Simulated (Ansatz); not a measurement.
Predict the output of the script below (the Ansatz DFT code, driven from Python).

`cr.py`:
```python
import warnings

import ansatz as az
import numpy as np
from tabulate import tabulate

FUNCTIONAL = 'pbe'
MAX_SCF = 100
N_EMPTY = 12
K_SPACING = 0.3
FILLING = 'fermi_dirac'
SIGMA = 0.05


def sc(a_site, a):
    return (
        az.Lattice.cubic(a)
        .space_group(221)
        .atom(a_site, (0, 0, 0))
    )


def diamond(a_site, a):
    return az.Crystal.diamond(a_site, a=a)


def ground_state(name, crystal, pressure=0.0):
    calc = (
        crystal.calculation()
        .functional(FUNCTIONAL)
        .pseudopotentials('nc')
        .accuracy('medium')
        .scf(max_iterations=MAX_SCF, extra_bands=N_EMPTY)
        .kpoints(spacing=K_SPACING)
        .occupations(FILLING, width=SIGMA)
        .spin('collinear')
    )
    calc = calc.relax(force_tolerance=0.03, cell=True, pressure=pressure)
    return calc.run(threads=1)


def volume_per_atom(outcome):
    return abs(np.linalg.det(outcome.lattice.cell_ang)) / len(outcome.lattice.sites)

warnings.simplefilter('ignore')

phases = {}
phases['sc'] = sc('Cr', 2.36).moments(Cr=3.0)
phases['diamond'] = diamond('Cr', 5.0).moments(Cr=3.0)

pressures = [0, 10, 20, 30]
enthalpy, volume = {name: [] for name in phases}, {name: [] for name in phases}
for p in pressures:
    for name, crystal in phases.items():
        o = ground_state(name, crystal, pressure=p)
        volume[name].append(volume_per_atom(o))
        enthalpy[name].append(o.report['energy_sigma0_ev'] / len(o.lattice.sites) + p * volume[name][-1] / 160.21766)
gap = np.array(enthalpy['diamond']) - np.array(enthalpy['sc'])
rows = [(p, va, vb, 1000 * d) for p, va, vb, d in zip(pressures, volume['sc'], volume['diamond'], gap)]
print(tabulate(rows, headers=['P (GPa)', 'V sc (A^3/atom)', 'V diamond (A^3/atom)', 'H(diamond) - H(sc) (meV/atom)'], floatfmt='.4f', tablefmt='psql'))
crossings = [p0 - g0 * (p1 - p0) / (g1 - g0) for p0, p1, g0, g1 in zip(pressures, pressures[1:], gap, gap[1:]) if g0 * g1 < 0]
print('crossing near', [round(float(p), 1) for p in crossings], 'GPa') if crossings else print('no crossing in this range')
```

```console
$ python cr.py
+-----------+-------------------+------------------------+---------------------------------+
|   P (GPa) |   V sc (A^3/atom) |   V diamond (A^3/atom) |   H(diamond) - H(sc) (meV/atom) |
|-----------+-------------------+------------------------+---------------------------------|
|         0 |           12.8090 |                16.5520 |                       1128.0728 |
|        10 |           12.2089 |                15.2143 |                       1337.9979 |
|        20 |           11.7276 |                14.2646 |                       1510.1230 |
|        30 |           11.3260 |                13.5435 |                       1658.1451 |
+-----------+-------------------+------------------------+---------------------------------+
no crossing in this range
```

The settings weren't tested for convergence. The SCF didn't keep the moments it started from (some shrank, vanished or turned); what is printed is the state reached. At a fixed pressure a relaxation lowers the enthalpy F + PV, while F alone can rise. For the metals among these phases the mesh is modest: differences between phases can be off by up to 40 meV an atom. Only these two structures are compared, at zero temperature and with their symmetry kept; either may be hypothetical, and another phase may be lower than both. Magnetic phases start from parallel moments and may not end in their lowest magnetic state. Differences under about 40 meV an atom lie within the error of mesh and functional. The cells are prototypes set up for this calculation and needn't exist. The script silences warnings, which a real study should read. Hardware and time: 5.4 min on 1 thread of Arm Neoverse V1, on a shared host, peak memory 0.54 GiB.
